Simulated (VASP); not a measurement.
# LiCl (I4/mmm) in VASP: further runs

The runs below take LiCl through single point, with PBEsol.

Program: VASP 6.6.1. These are calculated values, not measurements. Logs are shortened: lines on timing, memory, paths and dates and some standing lists are left out, and cuts for length are marked.

**1. The cell of the first run**

It takes space group I4/mmm (No. 139, tetragonal). Conventional cell: a = 3.482 Å, b = 3.482 Å, c = 5.130 Å, α = 90.00°, β = 90.00°, γ = 90.00°. Li (site symmetry 4/mmm) is surrounded by 6 Cl at 2.46 to 2.56 Å. Around Cl (site symmetry 4/mmm) lie 6 Li at 2.46 to 2.56 Å.

**2. Single point, PBEsol (strain -0.0400 x Voigt [1, 1, 0, 0, 0, 0], atoms carried along)**

The input, INCAR:

```
SYSTEM = LiCl
  PREC = Accurate
  ENCUT = 520
  EDIFF = 1E-6
  ISMEAR = 0
  SIGMA = 0.05
  LREAL = .FALSE.
  LASPH = .TRUE.
  NELM = 80
  ALGO = Fast
  ISIF = 2
  LWAVE = .FALSE.
  LCHARG = .FALSE.
  GGA = PS
  NBANDS = 12
```

The input, KPOINTS:

```
Automatic mesh
0
G
  8 8 8
  0 0 0
```

The input, POSCAR:

```
LiCl
1.0
    0.0000000000      2.4621696000      2.5647600000
    2.4621696000      0.0000000000      2.5647600000
    2.4621696000      2.4621696000      0.0000000000
Li Cl
1 1
Direct
    0.0000000000      0.0000000000      0.0000000000
    0.5000000000      0.5000000000      0.5000000000
```

Potentials or basis: VASP PAW PBE potentials, release 64 (Li_sv, Cl).

Started as:

```
cat potpaw_PBE.64/Li_sv/POTCAR potpaw_PBE.64/Cl/POTCAR > POTCAR
mpirun -np 1 vasp_std > vasp.out
```

OUTCAR:

```text
SYSTEM = LiCl
   PREC = Accurate
   ENCUT = 520
   EDIFF = 1E-6
   ISMEAR = 0
   LREAL = .FALSE.
   LASPH = .TRUE.
   NELM = 80
   ISIF = 2
   GGA = PS

 ion  position               nearest neighbor table
   1  0.000  0.000  0.000-   2 2.46   2 2.46   2 2.46   2 2.46   2 2.56   2 2.56
   2  0.500  0.500  0.500-   1 2.46   1 2.46   1 2.46   1 2.46   1 2.56   1 2.56

  LATTYP: Found a body centered tetragonal cell.
 ALAT       =     3.4820336412
 C/A-ratio  =     1.4731391275

  Lattice vectors:

 A1 = (  -2.4621696000,   0.0000000000,   2.5647600000)
 A2 = (   2.4621696000,   0.0000000000,   2.5647600000)
 A3 = (   0.0000000000,   2.4621696000,  -2.5647600000)

Analysis of symmetry for initial positions (statically):
=====================================================================
 Subroutine PRICEL returns:
 Original cell was already a primitive cell.

 Routine SETGRP: Setting up the symmetry group for a
 body centered tetragonal supercell.

 Subroutine GETGRP returns: Found 16 space group operations
 (whereof 16 operations were pure point group operations)
 out of a pool of 16 trial point group operations.

The static configuration has the point symmetry D_4h.

Analysis of symmetry for dynamics (positions and initial velocities):
=====================================================================
 Subroutine PRICEL returns:
 Original cell was already a primitive cell.

 Routine SETGRP: Setting up the symmetry group for a
 body centered tetragonal supercell.

 Subroutine GETGRP returns: Found 16 space group operations
 (whereof 16 operations were pure point group operations)
 out of a pool of 16 trial point group operations.

The dynamic configuration has the point symmetry D_4h.

 Subroutine INISYM returns: Found 16 space group operations
 (whereof 16 operations are pure point group operations),
 and found     1 'primitive' translations

----------------------------------------------------------------------------------------

                                     Primitive cell

  volume of cell :      31.0966

  direct lattice vectors                    reciprocal lattice vectors
     0.000000000  2.462169600  2.564760000    -0.203072932  0.203072932  0.194950015
     2.462169600  0.000000000  2.564760000     0.203072932 -0.203072932  0.194950015
     2.462169600  2.462169600  0.000000000     0.203072932  0.203072932 -0.194950015

  length of vectors
     3.555316160  3.555316160  3.482033641     0.347106237  0.347106237  0.347106237

  position of ions in fractional coordinates (direct lattice)
     0.000000000  0.000000000  0.000000000
     0.500000000  0.500000000  0.500000000

  ion indices of the primitive-cell ions
   primitive index   ion index
                 1           1
                 2           2

----------------------------------------------------------------------------------------

 KPOINTS: Automatic mesh

Automatic generation of k-mesh.
 Grid dimensions read from file:
 generate k-points for:    8    8    8

 Generating k-lattice:

  Cartesian coordinates                     Fractional coordinates (reciprocal lattice)
    -0.025384117  0.025384117  0.024368752     0.125000000  0.000000000  0.000000000
     0.025384117 -0.025384117  0.024368752     0.000000000  0.125000000  0.000000000
     0.025384117  0.025384117 -0.024368752    -0.000000000 -0.000000000  0.125000000

  Length of vectors
     0.043388280  0.043388280  0.043388280

  Shift w.r.t. Gamma in fractional coordinates (k-lattice)
     0.000000000  0.000000000  0.000000000

 Subroutine IBZKPT returns following result:
 ===========================================

 Found     59 irreducible k-points:

 Following reciprocal coordinates:
            Coordinates               Weight
  0.000000  0.000000  0.000000      1.000000
  0.125000  0.000000  0.000000      8.000000
  0.250000  0.000000  0.000000      8.000000
  0.375000  0.000000  0.000000      8.000000
  0.500000  0.000000  0.000000      4.000000
  0.125000  0.125000  0.000000      2.000000
[... 16 lines left out ...]
  0.250000  0.000000  0.125000     16.000000
  0.375000 -0.000000  0.125000     16.000000
 [... further k-points ...]
   k-points           NKPTS =     59   k-points in BZ     NKDIM =     59   number of bands    NBANDS=     12
   number of dos      NEDOS =    301   number of ions     NIONS =      2
   total plane-waves  NPLWV =  21952
   dimension x,y,z NGX =    28 NGY =   28 NGZ =   28
   dimension x,y,z NGXF=    56 NGYF=   56 NGZF=   56
   ions per type =               1   1
   NGX,Y,Z   is equivalent  to a cutoff of  13.09, 13.09, 13.37 a.u.
   NGXF,Y,Z  is equivalent  to a cutoff of  26.19, 26.19, 26.74 a.u.
 SYSTEM =  LiCl
   PREC   = accura    normal or accurate (medium, high low for compatibility)
   ISTART =      0    job   : 0-new  1-cont  2-samecut
   ICHARG =      2    charge: 1-file 2-atom 10-const
   ISPIN  =      1    spin polarized calculation?
   LNONCOLLINEAR =      F non collinear calculations
   LSORBIT =      F    spin-orbit coupling
   LASPH  =      T    aspherical Exc in radial PAW
   ENCUT  =  520.0 eV  38.22 Ry    6.18 a.u.   6.61  6.61  6.47*2*pi/ulx,y,z
   NELM   =     80;   NELMIN=  2; NELMDL= -5     # of ELM steps
   EDIFF  = 0.1E-05   stopping-criterion for ELM
   LREAL  =      F    real-space projection
   EDIFFG = 0.1E-04   stopping-criterion for IOM
   NSW    =      0    number of steps for IOM
   IBRION =     -1    ionic relax: 0-MD 1-quasi-New 2-CG
   NFREE  =      0    steps in history (QN), initial steepest desc. (CG)
   ISIF   =      2    stress and relaxation
   ISYM   =      2    0-nonsym 1-usesym 2-fastsym
   POTIM  = 0.5000    time-step for ionic-motion
   TEBEG  =    0.0;   TEEND  =   0.0 temperature during run
   PSTRESS=    0.0 pullay stress
   NELECT =      10.0000    total number of electrons
   NUPDOWN=      -1.0000    fix difference up-down
   EMIN   =  10.00;   EMAX   =-10.00  energy-range for DOS
   EFERMI =   0.00;   METHOD = LEGACY
   ISMEAR =     0;   SIGMA  =   0.05  broadening in eV -4-tet -1-fermi 0-gaus
   EFERMI_NEDOS =   21; number of points for ismear=-14 and -15
   IALGO  =     68    algorithm
   IMIX   =      4    mixing-type and parameters
     AMIX     =   0.40;   BMIX     =  1.00
     AMIX_MAG =   1.60;   BMIX_MAG =  1.00
  volume/ion in A,a.u.               =      15.55       104.93
  Fermi-wavevector in a.u.,A,eV,Ry     =   1.121598  2.119513 17.115889  1.257982
  Thomas-Fermi vector in A             =   2.258253
   LORBIT       =      0    0 simple, 1 ext, 2 COOP (PROOUT), +10 PAW based schemes
   GGA     = PS    functional components
   LHFCALC =     F    Hartree Fock is set to
   AEXX    =    0.0000 exact exchange contribution
   IVDW    =     0    specifies the selected vdW correction
   LEPSILON=     F    determine dielectric tensor
   LRPA    =     F    only Hartree local field effects (RPA)
 non-spin polarized calculation
 RMM-DIIS sequential band-by-band and
 Gauss-broadening in eV      SIGMA  =   0.05
  energy-cutoff  :      520.00
  volume of cell :       31.10
 maximum number of plane-waves:       869
 NGX is ok and might be reduce to    28
   NGX = 13   NGY = 13   NGZ = 13

 number of electron      10.0000000 magnetization

 number of electron       9.9999993 magnetization

 Free energy of the ion-electron system (eV)
  ---------------------------------------------------
  ext. energy  EPLUGINS =         0.00000000
  ---------------------------------------------------
  free energy    TOTEN  =        -7.62611672 eV

  energy without entropy =       -7.62611672  energy(sigma->0) =       -7.62611672

 E-fermi :   1.6367     XC(G=0):  -9.2680

 val. band max:        1.2461219983   @ k =   0.0000   0.0000   0.0000
 cond. band min:       7.8026986726   @ k =   0.0000   0.0000   0.0000
 fundamental gap:      6.5565766743
 Fermi energy:         1.6367376709

 k-point     1 :       0.0000    0.0000    0.0000
  band No.  band energies     occupation
      1     -41.5169      2.00000
      2     -12.5246      2.00000
      3       1.1402      2.00000
      4       1.1402      2.00000
      5       1.2461      2.00000
      6       7.8027      0.00000
      7      12.8097      0.00000
      8      13.1884      0.00000
      9      13.1884      0.00000
     10      15.5003      0.00000
     11      15.6384      0.00000
     12      16.3255      0.00000

 k-point     2 :       0.1250    0.0000    0.0000
  band No.  band energies     occupation
      1     -41.5161      2.00000
      2     -12.4338      2.00000
      3       0.5682      2.00000
      4       1.1075      2.00000
      5       1.1514      2.00000
      6       8.2698      0.00000
      7      12.2768      0.00000
      8      12.8064      0.00000
      9      13.2202      0.00000
     10      14.2577      0.00000
     11      14.5417      0.00000
     12      16.5081      0.00000

 k-point     3 :       0.2500    0.0000    0.0000
  band No.  band energies     occupation
      1     -41.5143      2.00000
      2     -12.2003      2.00000
      3      -0.6305      2.00000
      4       1.0020      2.00000
      5       1.0341      2.00000
      6       8.5052      0.00000
      7      11.6379      0.00000
      8      12.0923      0.00000
      9      12.3880      0.00000
     10      15.2412      0.00000
     11      15.2504      0.00000
     12      17.1307      0.00000

 k-point     4 :       0.3750    0.0000    0.0000
  band No.  band energies     occupation
      1     -41.5127      2.00000
      2     -11.9422      2.00000
      3      -1.6505      2.00000
      4       0.8664      2.00000
      5       0.9681      2.00000
      6       8.0406      0.00000
      7      10.7492      0.00000
      8      11.1136      0.00000
      9      13.8880      0.00000
     10      17.0579      0.00000
     11      17.2322      0.00000
     12      17.8516      0.00000

 k-point     5 :       0.5000    0.0000    0.0000
  band No.  band energies     occupation
      1     -41.5120      2.00000
      2     -11.8266      2.00000
      3      -2.0443      2.00000
      4       0.8134      2.00000
      5       0.9428      2.00000
      6       7.8069      0.00000
      7      10.4391      0.00000
      8      10.7723      0.00000
      9      14.8533      0.00000
     10      18.4526      0.00000
     11      18.4833      0.00000
     12      18.8693      0.00000
[... 228 lines left out ...]
      1     -41.5112      2.00000
      2     -11.5722      2.00000
      3      -2.1869      2.00000
      4      -0.0096      2.00000
      5      -0.0096      2.00000
      6       9.2180      0.00000
      7       9.2679      0.00000
      8      13.7763      0.00000
      9      16.0173      0.00000
     10      16.0173      0.00000
     11      18.5880      0.00000
     12      20.2768      0.00000

 k-point    22 :       0.1250    0.0000    0.1250
  band No.  band energies     occupation
      1     -41.5158      2.00000
      2     -12.3996      2.00000
      3       0.6249      2.00000
      4       0.8906      2.00000
      5       1.0387      2.00000
      6       8.5612      0.00000
      7      12.0399      0.00000
      8      12.8703      0.00000
      9      13.0942      0.00000
     10      13.1213      0.00000
     11      16.0933      0.00000
     12      16.7353      0.00000

 k-point    23 :       0.2500    0.0000    0.1250
  band No.  band energies     occupation
      1     -41.5144      2.00000
      2     -12.2074      2.00000
      3      -0.3123      2.00000
      4       0.7453      2.00000
      5       0.8787      2.00000
      6       9.1887      0.00000
      7      11.3522      0.00000
      8      11.6320      0.00000
      9      12.7578      0.00000
     10      14.0031      0.00000
     11      16.2599      0.00000
     12      17.8120      0.00000

 k-point    24 :       0.3750   -0.0000    0.1250
  band No.  band energies     occupation
      1     -41.5127      2.00000
      2     -11.9492      2.00000
      3      -1.3480      2.00000
      4       0.6436      2.00000
      5       0.6625      2.00000
      6       8.8579      0.00000
      7      10.7741      0.00000
      8      11.7686      0.00000
      9      12.4812      0.00000
     10      15.6434      0.00000
     11      17.8663      0.00000
     12      18.7093      0.00000

 [... further k-points ...]
[... 5 lines left out ...]
  --------------------------------------------------------------------------------------
  -------------------------------------------------------------------------------------
  Total        0.4745414      0.4745414      0.0582176      0.0000000      0.0000000      0.0000000
  in kB       24.4496173     24.4496173      2.9995256      0.0000000      0.0000000      0.0000000
  external PRESSURE =      17.2995867 kB  Pullay stress =       0.0000000 kB

 VOLUME and BASIS-vectors are now :
 -----------------------------------------------------------------------------
  energy-cutoff  :      520.00
  volume of cell :       31.10
      direct lattice vectors                 reciprocal lattice vectors
     0.000000000  2.462169600  2.564760000    -0.203072932  0.203072932  0.194950015
     2.462169600  0.000000000  2.564760000     0.203072932 -0.203072932  0.194950015
     2.462169600  2.462169600  0.000000000     0.203072932  0.203072932 -0.194950015

 POSITION                                       TOTAL-FORCE (eV/Angst)
 -----------------------------------------------------------------------------------
      0.00000      0.00000      0.00000         0.000000     -0.000000     -0.000000
      2.46217      2.46217      2.56476        -0.000000      0.000000      0.000000
 -----------------------------------------------------------------------------------
    total drift:                                0.000000      0.000000      0.000000

  FREE ENERGIE OF THE ION-ELECTRON SYSTEM (eV)
  ---------------------------------------------------
  free  energy   TOTEN  =        -7.6261167237 eV

  energy  without entropy=       -7.6261167237  energy(sigma->0) =       -7.62611672
```

It took 12 s on 1 thread of Intel Xeon 6975P-C (Granite Rapids), shared host; peak memory 0.15 GiB.

What came out:

```
Free energy            : -7.6261 eV
Band gap on the k mesh : 6.56 eV, direct
```

Caveat: the cutoff is under 1.25 times the usual one of these potentials, so pressure, stress and relaxed cells hold a basis-set (Pulay) error; the PAW data sets were made with another functional, which shifts forces and pressure a little.

**3. Single point, PBEsol (strain +0.0200 x Voigt [1, 1, 0, 0, 0, 0], atoms carried along)**

The input, INCAR:

```
SYSTEM = LiCl
ALGO = Normal
EDIFF = 1E-7
ENCUT = 520
GGA = PS
ISIF = 2
ISMEAR = 0
LASPH = .True.
LCHARG = .False.
LREAL = .False.
LWAVE = .False.
NBANDS = 12
NELM = 80
PREC = Accurate
SIGMA = 0.05
```

The input, KPOINTS:

```
k-points
0
Gamma
  8 8 8
  0 0 0
```

The input, POSCAR:

```
LiCl
1.0
    0.0000000000      2.6160552000      2.5647600000
    2.6160552000      0.0000000000      2.5647600000
    2.6160552000      2.6160552000      0.0000000000
Li Cl
1 1
Direct
    0.0000000000      0.0000000000      0.0000000000
    0.5000000000      0.5000000000      0.5000000000
```

Potentials or basis: VASP PAW PBE potentials, release 64 (Li_sv, Cl).

Started as:

```
cat potpaw_PBE.64/Li_sv/POTCAR potpaw_PBE.64/Cl/POTCAR > POTCAR
mpirun -np 1 vasp_std > vasp.out
```

OUTCAR:

```text
SYSTEM = LiCl
   EDIFF = 1E-7
   ENCUT = 520
   GGA = PS
   ISIF = 2
   ISMEAR = 0
   LASPH = .True.
   LREAL = .False.
   NELM = 80
   PREC = Accurate

 ion  position               nearest neighbor table
   1  0.000  0.000  0.000-   2 2.56   2 2.56   2 2.62   2 2.62   2 2.62   2 2.62
   2  0.500  0.500  0.500-   1 2.56   1 2.56   1 2.62   1 2.62   1 2.62   1 2.62

  LATTYP: Found a body centered tetragonal cell.
 ALAT       =     3.6996607438
 C/A-ratio  =     1.3864838847

  Lattice vectors:

 A1 = (   0.0000000000,  -2.6160552000,  -2.5647600000)
[... 540 lines left out ...]
      9      11.0039      0.00000
     10      14.1720      0.00000
     11      16.3236      0.00000
     12      16.8490      0.00000

 [... further k-points ...]
[... 5 lines left out ...]
  --------------------------------------------------------------------------------------
  -------------------------------------------------------------------------------------
  Total       -0.5555861     -0.5555861     -0.4429936      0.0000000      0.0000000      0.0000000
  in kB      -25.3566238    -25.3566238    -20.2179686      0.0000000      0.0000000      0.0000000
  external PRESSURE =     -23.6437387 kB  Pullay stress =       0.0000000 kB

 VOLUME and BASIS-vectors are now :
 -----------------------------------------------------------------------------
  energy-cutoff  :      520.00
  volume of cell :       35.11
      direct lattice vectors                 reciprocal lattice vectors
     0.000000000  2.616055200  2.564760000    -0.191127466  0.191127466  0.194950015
     2.616055200  0.000000000  2.564760000     0.191127466 -0.191127466  0.194950015
     2.616055200  2.616055200  0.000000000     0.191127466  0.191127466 -0.194950015

 POSITION                                       TOTAL-FORCE (eV/Angst)
 -----------------------------------------------------------------------------------
      0.00000      0.00000      0.00000        -0.000000      0.000000      0.000000
      2.61606      2.61606      2.56476         0.000000     -0.000000      0.000000
 -----------------------------------------------------------------------------------
    total drift:                                0.000000      0.000000      0.000000

  FREE ENERGIE OF THE ION-ELECTRON SYSTEM (eV)
  ---------------------------------------------------
  free  energy   TOTEN  =        -7.6186428022 eV

  energy  without entropy=       -7.6186428022  energy(sigma->0) =       -7.61864280
```

OSZICAR:

```text
N       E                     dE             d eps       ncg     rms          rms(c)
DAV:   1     0.391744043605E+02    0.39174E+02   -0.40518E+03  1416   0.766E+02
DAV:   2    -0.514791185249E+01   -0.44322E+02   -0.42637E+02  1804   0.140E+02
DAV:   3    -0.760975986783E+01   -0.24618E+01   -0.24546E+01  1880   0.345E+01
DAV:   4    -0.767606505430E+01   -0.66305E-01   -0.66280E-01  2024   0.571E+00
DAV:   5    -0.767681333734E+01   -0.74828E-03   -0.74827E-03  1932   0.549E-01    0.224E+00
DAV:   6    -0.761685436431E+01    0.59959E-01   -0.12144E-01  1896   0.158E+00    0.151E+00
DAV:   7    -0.761635855505E+01    0.49581E-03   -0.35928E-02  2252   0.991E-01    0.753E-01
DAV:   8    -0.761862362738E+01   -0.22651E-02   -0.39185E-03  1704   0.443E-01    0.117E-01
DAV:   9    -0.761861113184E+01    0.12496E-04   -0.19129E-04  1868   0.956E-02    0.440E-02
DAV:  10    -0.761864092184E+01   -0.29790E-04   -0.64901E-05  1680   0.545E-02    0.359E-02
DAV:  11    -0.761864275352E+01   -0.18317E-05   -0.95044E-06  1888   0.192E-02    0.260E-03
DAV:  12    -0.761864280221E+01   -0.48693E-07   -0.22000E-07  1708   0.388E-03
   1 F= -.76186428E+01 E0= -.76186428E+01  d E =-.119814E-13
```

stdout:

```text
POSCAR found type information on POSCAR LiCl
 POSCAR found :  2 types and       2 ions
 scaLAPACK will be used
 -----------------------------------------------------------------------------
|                                                                             |
|                                                                             |
|     You enforced a specific xc type in the INCAR file but a different       |
|     I HOPE YOU KNOW WHAT YOU ARE DOING!                                     |
|                                                                             |
 -----------------------------------------------------------------------------

 LDA part: xc-table for (Slater+PW92), standard interpolation
 POSCAR, INCAR and KPOINTS ok, starting setup
 FFT: planning ... GRIDC
 FFT: planning ... GRID_SOFT
 FFT: planning ... GRID
 WAVECAR not read
 entering main loop
```

Wall time 9.6 s (1 thread of Intel Xeon 6975P-C (Granite Rapids), shared host); peak memory 0.15 GiB.

What came out:

```yaml
Free_energy: -7.6186 eV
Band_gap_on_the_k_mesh: 5.90 eV, direct
```

Caveat: the cutoff is under 1.25 times the usual one of these potentials, so pressure, stress and relaxed cells hold a basis-set (Pulay) error; the PAW data sets were made with another functional, which shifts forces and pressure a little. A k mesh can miss the band edges.
